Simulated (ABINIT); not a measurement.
# Hf (P6_3/mmc) in ABINIT: notebook, part 2 of 2

ABINIT 10.8.3 (patched build). Earlier steps stand in the parts before.

### Step 6. Band structure, LDA-PZ

Contents of run.abi:

```
# Datasets: ground state, then fixed potential
ndtset 2

# Pseudopotentials
pp_dirpath "./"
pseudos "Hf.LDA_PW-JTH.xml"

# Structure
acell 3*1.0
rprim
     6.0408875026     0.0000000000     0.0000000000
    -3.0204437513     5.2315620387     0.0000000000
     0.0000000000     0.0000000000     9.5578567931
ntypat 1
znucl 72
natom 2
typat 1 1
xred
     0.6666666667     0.3333333333     0.7500000000
     0.3333333333     0.6666666667     0.2500000000

# Plane-wave basis
ecut 17.0
pawecutdg 34.0

# Exchange and correlation
ixc 2

# Bands and occupations
occopt 3
tsmear 0.05 eV

# SCF cycle
nstep 100

# Output
iomode 3
prtwf 0
prteig 0
prtebands 0
prtden1 1

# Dataset 1
kptopt1 1
ngkpt1 10 10 5
nshiftk1 1
shiftk1 0.0 0.0 0.0
nband1 16
tolvrs1 1.0e-9

# Dataset 2: bands along G-M-K-G-A-L-H-A
iscf2 -2
getden2 1
nband2 20
nbdbuf2 2
tolwfr2 1.0e-12
kptopt2 -7
ndivsm2 5
prteig2 1
kptbounds2
     0.0000000000     0.0000000000     0.0000000000
     0.5000000000     0.0000000000     0.0000000000
     0.3333333333     0.3333333333     0.0000000000
     0.0000000000     0.0000000000     0.0000000000
     0.0000000000     0.0000000000     0.5000000000
     0.5000000000     0.0000000000     0.5000000000
     0.3333333333     0.3333333333     0.5000000000
     0.0000000000     0.0000000000     0.5000000000
```

Potentials or basis: JTH PAW LDA v2.0.

Started as:

```sh
$ abinit run.abi > log 2>&1
```

run.abo:

```text
.Version 10.8.3 of ABINIT
 DATASET    1 : space group P6_3/m m c (#194); Bravais hP (primitive hexag.)
================================================================================
 Values of the parameters that define the memory need for DATASET  1.
     intxc =       0    ionmov =       0      iscf =      17    lmnmax =      18
     lnmax =       6     mgfft =      36  mpssoang =       3    mqgrid =    3001
     natom =       2  nloc_mem =       2    nspden =       1   nspinor =       1
    nsppol =       1      nsym =      24    n1xccc =       1    ntypat =       1
    occopt =       3   xclevel =       1
       mpw =        1032          nfft =       20736          nkpt =          42
 PAW method is used; the additional fine FFT grid is defined by:
   mgfftf=        54    nfftf =     55296
================================================================================
================================================================================

 DATASET    2 : space group P6_3/m m c (#194); Bravais hP (primitive hexag.)
================================================================================
 Values of the parameters that define the memory need for DATASET  2.
     intxc =       0    ionmov =       0      iscf =      -2    lmnmax =      18
     lnmax =       6     mgfft =      36  mpssoang =       3    mqgrid =    3001
     natom =       2  nloc_mem =       2    nspden =       1   nspinor =       1
    nsppol =       1      nsym =      24    n1xccc =       1    ntypat =       1
    occopt =       3   xclevel =       1
       mpw =        1033          nfft =       20736          nkpt =          56
 PAW method is used; the additional fine FFT grid is defined by:
   mgfftf=        54    nfftf =     55296
================================================================================
================================================================================

--------------------------------------------------------------------------------
------------- Echo of variables that govern the present computation ------------
--------------------------------------------------------------------------------
 -outvars: echo values of preprocessed input variables --------
[... 781 lines left out ...]
 length scales=  1.000000000000  1.000000000000  1.000000000000 bohr
              =  0.529177210544  0.529177210544  0.529177210544 angstroms
 Eigenvalues (hartree) for nkpt=  56  k points:
 kpt#   1, nband= 20, wtk=  1.00000, kpt=  0.0000  0.0000  0.0000 (reduced coord)
  -2.33784   -2.33520   -1.20316   -1.17550   -1.17550   -1.17095   -1.17076   -1.17076
  -0.33332   -0.19962   -0.03556   -0.02158   -0.02158   -0.01146    0.00826    0.00826
   0.03105    0.03105    0.13066    0.13066
 kpt#   2, nband= 20, wtk=  1.00000, kpt=  0.0556  0.0000  0.0000 (reduced coord)
  -2.33778   -2.33518   -1.20287   -1.17615   -1.17573   -1.17143   -1.17108   -1.17084
  -0.32986   -0.19617   -0.04049   -0.03189   -0.01834   -0.00322    0.00454    0.01134
   0.02633    0.02771    0.13337    0.14017
 kpt#   3, nband= 20, wtk=  1.00000, kpt=  0.1111  0.0000  0.0000 (reduced coord)
  -2.33761   -2.33512   -1.20199   -1.17800   -1.17634   -1.17336   -1.17149   -1.17110
  -0.31972   -0.18628   -0.05377   -0.04797   -0.00868   -0.00628    0.00928    0.01624
   0.01909    0.02048    0.14014    0.16353
 kpt#   4, nband= 20, wtk=  1.00000, kpt=  0.1667  0.0000  0.0000 (reduced coord)
  -2.33735   -2.33503   -1.20059   -1.18082   -1.17725   -1.17623   -1.17218   -1.17151
  -0.30355   -0.17156   -0.07182   -0.06470   -0.01946    0.00532    0.00715    0.00783
   0.02315    0.03533    0.14833    0.19350
 kpt#   5, nband= 20, wtk=  1.00000, kpt=  0.2222  0.0000  0.0000 (reduced coord)
[... 193 lines left out ...]
  -0.23766   -0.23766   -0.07546   -0.07546   -0.03603   -0.03603   -0.00683   -0.00683
   0.10352    0.10352    0.11597    0.11597
 kpt#  54, nband= 20, wtk=  1.00000, kpt=  0.0606  0.0606  0.5000 (reduced coord)
  -2.33638   -2.33638   -1.18805   -1.18805   -1.17461   -1.17461   -1.17368   -1.17368
  -0.24992   -0.24992   -0.06713   -0.06713   -0.03019   -0.03019   -0.01699   -0.01699
   0.10720    0.10720    0.11198    0.11198
 kpt#  55, nband= 20, wtk=  1.00000, kpt=  0.0303  0.0303  0.5000 (reduced coord)
  -2.33649   -2.33649   -1.18771   -1.18771   -1.17354   -1.17354   -1.17328   -1.17328
  -0.25786   -0.25786   -0.06050   -0.06050   -0.02680   -0.02680   -0.02355   -0.02355
   0.10962    0.10962    0.11059    0.11059
 kpt#  56, nband= 20, wtk=  1.00000, kpt=  0.0000  0.0000  0.5000 (reduced coord)
  -2.33652   -2.33652   -1.18762   -1.18762   -1.17315   -1.17315   -1.17315   -1.17315
  -0.26061   -0.26061   -0.05792   -0.05792   -0.02578   -0.02578   -0.02578   -0.02578
   0.11041    0.11041    0.11041    0.11041

== END DATASET(S) ==============================================================
================================================================================

 -outvars: echo values of variables after computation  --------
            acell      1.0000000000E+00  1.0000000000E+00  1.0000000000E+00 Bohr
           etotal1    -1.0055444554E+02
            fcart1     2.2286834691E-29 -3.4741737022E-28 -0.0000000000E+00
                      -2.2286834691E-29  3.4741737022E-28 -0.0000000000E+00
            rprim      6.0408875026E+00  0.0000000000E+00  0.0000000000E+00
                      -3.0204437513E+00  5.2315620387E+00  0.0000000000E+00
                       0.0000000000E+00  0.0000000000E+00  9.5578567931E+00
           strten1     2.6623514645E-04  2.6623514563E-04  2.8430553289E-04
                       0.0000000000E+00  0.0000000000E+00  0.0000000000E+00
           xangst      1.5983499989E+00  9.2280780214E-01  3.7933499974E+00
                      -2.7817247100E-16  1.8456156043E+00  1.2644499991E+00
             xred      6.6666666667E-01  3.3333333333E-01  7.5000000000E-01
                       3.3333333333E-01  6.6666666667E-01  2.5000000000E-01
 Calculation completed.
```

It took 36 s on 1 thread of Arm Neoverse V1, shared host; peak memory 0.11 GiB.

What came out:

```
Free energy                                           : -2736.2259 eV
Pressure                                              : -8.0 GPa
Band gap on the k mesh                                : none (metal or under the smearing width)
Valence electrons inside the program's atomic spheres : Hf 9.51 (radii [1.2759] Å)
```

Levels at the corners of the path, in eV from the Fermi level:
```
point  band 8  band 9  band 10  band 11  band 12  band 13  band 14  band 15  band 16  band 17
    Γ  -30.12   -7.34    -3.70     0.77     1.15     1.15     1.42     1.96     1.96     2.58
    M  -30.22   -3.33    -2.73    -2.20    -0.72     0.75     0.88     1.67     5.84     6.35
    K  -30.44   -2.12    -1.76    -1.76    -1.37     0.36     0.36     2.03     5.17     5.17
    Γ  -30.12   -7.34    -3.70     0.77     1.15     1.15     1.42     1.96     1.96     2.58
    A  -30.19   -5.36    -5.36     0.16     0.16     1.03     1.03     1.03     1.03     4.74
    L  -30.32   -3.39    -3.39    -0.98    -0.98     1.26     1.26     2.61     2.61     6.07
    H  -30.27   -1.78    -1.78    -1.41    -1.41    -0.14    -0.14     2.48     2.48     5.02
    A  -30.19   -5.36    -5.36     0.16     0.16     1.03     1.03     1.03     1.03     4.74
```

Caveat: spin-orbit coupling is left out, which moves the levels of the heavy elements.

### Step 7. The runs side by side

```tsv
level	potentials or basis	cutoff (eV)	fine-grid cutoff	gap on the mesh (eV)	pressure (GPa)
WC	JTH PAW PBE v2.0	463	925.187 eV	none	-
HCTH407	JTH PAW PBE v2.0	463	925.187 eV	none	-
PBE	PseudoDojo NC SR PBE v0.4.1 standard	789	-	none	0.6
AM05	JTH PAW PBE v2.0	463	925.187 eV	none	-
LDA-PZ	JTH PAW LDA v2.0	463	925.187 eV	none	-8.0
```

Alike in all rows: task band structure; no spin polarisation; cell as given; k mesh 10 × 10 × 5; smearing fermi-dirac 0.05 eV.

Caveats: spin-orbit coupling is left out, which moves the levels of the heavy elements; the PAW data sets were made with another functional, which shifts forces and pressure a little (some runs).

Absolute energies hang on the potentials; compare differences alone.
